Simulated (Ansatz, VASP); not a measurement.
Two plane-wave programs on Nb

```
CELL_PARAMETERS angstrom
-1.65556 1.65556 1.65556
1.65556 -1.65556 1.65556
1.65556 1.65556 -1.65556
ATOMIC_POSITIONS crystal
Nb 0.00000 0.00000 0.00000
```

Alike in both runs: functional PBE; k mesh 18 × 18 × 18; occupations gaussian, width 0.1 eV; no spin polarisation.

Ansatz relaxed the structure, and its values are those at the end. VASP's run is a single point on that final structure, the one shown.

|  | VASP | Ansatz |
| --- | --- | --- |
| version | VASP 6.6.1 | Ansatz 0.2.0 |
| potentials or method | VASP PAW PBE potentials, release 64 (Nb_sv) | scalar-relativistic, plane waves, PAW |
| plane-wave cutoff (eV) | 520 | 420 |
| valence electrons in the cell | 13 | 13 |

```csv
,VASP,Ansatz,Ansatz less VASP
gap on the k mesh at the Fermi level (eV),none,none,-
pressure (GPa),-0.3,0.0,+0.31
```

A gap of «none» marks a metal or a gap that the smearing closes. With one functional, cell and mesh, what is left measures potentials, basis and numerics.
